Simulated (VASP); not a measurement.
## C: relaxation of cell and atoms with PBEsol

The system is C.

```
C
1.0
     2.46729    0.00000    0.00000
    -1.23365    2.13674    0.00000
     0.00000    0.00000    7.80307
C
4
Direct
  0.00000 0.00000 0.25000
  0.00000 0.00000 0.75000
  0.33333 0.66667 0.25000
  0.66667 0.33333 0.75000
```

- Program: VASP 6.6.1
- Task: relaxation of cell and atoms
- Functional: PBEsol
- Potentials or basis: VASP PAW PBE potentials, release 64 (C)
- Cutoff: 600 eV
- k mesh: 12 × 12 × 4
- Occupations: gaussian, width 0.03 eV
- Spin: no spin polarisation
- Further INCAR settings: ALGO = Normal; EDIFF = 1e-06; IBRION = 2; EDIFFG = -0.01; NSW = 90; ISIF = 3

```
Relaxed volume                         : 9.17 Å³/atom
Relaxed cell                           : a = 2.460 Å, b = 2.460 Å, c = 7.001 Å, α = 90.00°, β = 90.00°, γ = 120.00°
Space group after relaxing (to 0.05 Å) : P6_3/mmc (No. 194)
Energy gained by relaxing              : 3.4 meV/atom
Ionic steps                            : 16
Pressure after relaxing                : 0.0 GPa
Band gap on the k mesh                 : none (metal or under the smearing width)
```

Step by step:
```tsv
step	energy change (eV)	largest force (eV/Å)	pressure (GPa)	volume (Å³)
1	0.0000	0.0000	-2.27	41.14
2	0.0100	0.0000	4.80	40.28
3	-0.0024	0.0000	-0.17	40.87
4	-0.0024	0.0000	-0.13	40.87
5	-0.0027	0.0000	-0.09	40.80
6	-0.0034	0.0000	-0.12	40.60
7	-0.0049	0.0000	-0.11	40.20
8	-0.0078	0.0000	-0.07	39.41
9	-0.0126	0.0000	0.03	37.81
10	-0.0051	0.0000	0.66	34.63
11	-0.0135	0.0000	0.06	37.26
12	-0.0127	0.0000	0.30	35.94
13	-0.0138	0.0000	0.12	36.82
14	-0.0138	0.0000	0.14	36.67
15	-0.0018	0.0000	-5.14	37.10
16	-0.0138	0.0000	0.02	36.68
```

Final structure:
```yaml
crystal:
  lattice:
    - [2.45973, 0.00000, 0.00000]
    - [-1.22987, 2.13019, 0.00000]
    - [0.00000, 0.00000, 7.00121]
  atoms:
    - { symbol: C, position: [0.00000, 0.00000, 0.25000] }
    - { symbol: C, position: [0.00000, 0.00000, 0.75000] }
    - { symbol: C, position: [0.33333, 0.66667, 0.25000] }
    - { symbol: C, position: [0.66667, 0.33333, 0.75000] }
```

Levels at points of the mesh, in eV from the Fermi level:
```
           k point  band 4  band 5  band 6  band 7  band 8  band 9  band 10  band 11  band 12
(0.00, 0.00, 0.00)   -6.83   -2.98   -2.98   -2.97   -2.97    3.72     8.34     8.34     8.38
(0.50, 0.00, 0.00)  -13.22   -6.41   -6.38   -2.69   -2.14    1.47     2.07     7.30     7.59
(0.00, 0.00, 0.50)   -7.71   -2.97   -2.97   -2.97   -2.97    6.06     6.06     8.36     8.36
(0.50, 0.00, 0.50)  -13.26   -6.39   -6.39   -2.37   -2.37    1.63     1.63     7.44     7.44
```

Run time: 110 s on 1 thread of Intel(R) Xeon(R) 6975P-C (Granite Rapids) (shared host), peak memory 0.17 GiB.

Caveat: the PAW data sets were made with another functional, which shifts forces and pressure a little; this functional lacks dispersion, which binds the layers, so the pressure and a relaxed spacing across them are unreliable.
